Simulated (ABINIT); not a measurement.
Runs of ABINIT 10.8.3 (patched build) on TiTe2. It takes space group P-3m1 (No. 164, trigonal). The conventional cell has a = 3.777 Å, b = 3.777 Å, c = 6.498 Å, α = 90.00°, β = 90.00°, γ = 120.00°. Te (site symmetry 3m) has 3 Ti at 2.77 Å as nearest neighbours. Ti (site symmetry -3m) is surrounded by 6 Te at 2.77 Å. 

```csv
task,level,potentials or basis,k mesh,cutoff (eV),bands in the sums,broadening (eV),scissor shift (eV),tensor components,gap on the mesh (eV),pressure (GPa),largest force (eV/Å)
optical spectrum,PBE,Ansatz NC PBE,"8 × 8 × 4, shifted",1143,28,0.15,0,"[11, 33]",-,1.0,0.03
single point,PBE,Ansatz NC PBE,6 × 6 × 3,1143,-,-,-,-,none,0.8,0.05
single point,BLYP,Ansatz NC PBE,6 × 6 × 3,952,-,-,-,-,none,-,-
single point,PBEsol,PseudoDojo NC SR PBEsol v0.4.1 standard,6 × 6 × 3,1034,-,-,-,-,none,(a),0.18
single point,LDA,PseudoDojo NC SR LDA v0.4.1 standard,6 × 6 × 3,1143,-,-,-,-,none,(b),0.37
```

Alike in all rows: no spin polarisation; cell as given; smearing fermi-dirac 0.05 eV.

Problem. Fill in the values left out.

Solution. (a) -2.3; (b) -4.1.

Caveats: this functional lacks dispersion, which binds the layers, so the pressure and a relaxed spacing across them are unreliable (some runs); the intraband (Drude) term is left out (some runs); spectra need much finer meshes, so this one isn't converged (some runs); independent-particle spectra lack excitons (some runs); the potentials were made for another functional, which shifts forces and pressure (some runs).

A k mesh can miss the band edges, and the runs leave out spin-orbit coupling on Te.

A gap of «none» marks a metal or a gap under the smearing width.
